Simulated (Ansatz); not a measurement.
**Orbital-resolved density of states of CaO**

```xyz
2
Lattice="0.0000 2.4490 2.4490 2.4490 0.0000 2.4490 2.4490 2.4490 0.0000" Properties=species:S:1:pos:R:3 pbc="T T T"
Ca    0.0000    0.0000    0.0000
O     2.4490    2.4490    2.4490
```

Atoms are numbered in the order listed.

The cell comes from COD entry 9006719, which wasn't checked; take it as a given geometry. It was measured hot, at 1427 K.

The calculation used Ansatz 0.2.0, DFT, PBE, all-electron LAPW, scalar-relativistic.

Settings: a Γ-centred 11×11×11 k mesh, Fermi–Dirac smearing of 0.02 eV, basis error target 0.5 meV/atom, no spin polarisation.

States per eV for one atom of each kind, in 0.4 eV bins named by their centres, from the valence-band top, projected on a minimal set of Löwdin-orthogonalised atomic shells; orbitals are real harmonics on the Cartesian axes, equal curves share a column, and empty bins are left out, as is all above 5.8 eV, near the top of the computed bands.

O2 2p:

```
# E all pz=px=py
-2.5 0.13 0.04
-2.1 1.06 0.35
-1.7 1.92 0.64
-1.3 1.77 0.59
-0.9 5.75 1.92
-0.5 2.54 0.85
-0.1 0.29 0.10
4.3 0.01 0.00
4.7 0.01 0.00
5.1 0.03 0.01
5.5 0.04 0.01
```

Ca1 4s:

```
# E all
-2.5 0.04
-2.1 0.22
-1.7 0.26
-1.3 0.06
-0.9 0.02
-0.5 0.01
4.7 0.03
5.1 0.06
5.5 0.08
```
